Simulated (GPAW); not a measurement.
InP:

```
CELL_PARAMETERS angstrom
0.00000 2.93050 2.93050
2.93050 0.00000 2.93050
2.93050 2.93050 0.00000
ATOMIC_POSITIONS crystal
In 0.00000 0.00000 0.00000
P 0.75000 0.75000 0.75000
```

```yaml
Program: GPAW 26.7.0
Task: relaxation of cell and atoms
Functional: LDA
Potentials_or_basis: the program's PAW data sets (release 1.2.1) made for this functional
Cutoff: 600 eV
Basis: pw
k_mesh: 8 × 8 × 8
Occupations: fermi-dirac, width 0.05 eV
Spin: no spin polarisation
```

At the start: pressure -1.5 GPa; volume 25.17 Å³/atom.

Where does the relaxation end?

Over 3 steps the energy falls by 2.4 meV/atom and the volume is 24.62 Å³/atom (-2.2 %); space group F-43m (No. 216, to 0.05 Å).

Step by step:
```csv
step,energy change (eV),largest force (eV/Å),pressure (GPa),volume (Å³)
1,0.0000,0.0000,-1.48,50.33
2,-0.0020,0.0000,-1.15,50.08
3,-0.0048,0.0000,0.03,49.23
```

Final structure:
```
In P
1.0
     0.00000    2.90897    2.90897
     2.90897    0.00000    2.90897
     2.90897    2.90897    0.00000
In P
1 1
Direct
  0.00000 0.00000 0.00000
  0.75000 0.75000 0.75000
```

Caveat: later steps reuse the first step's grids.
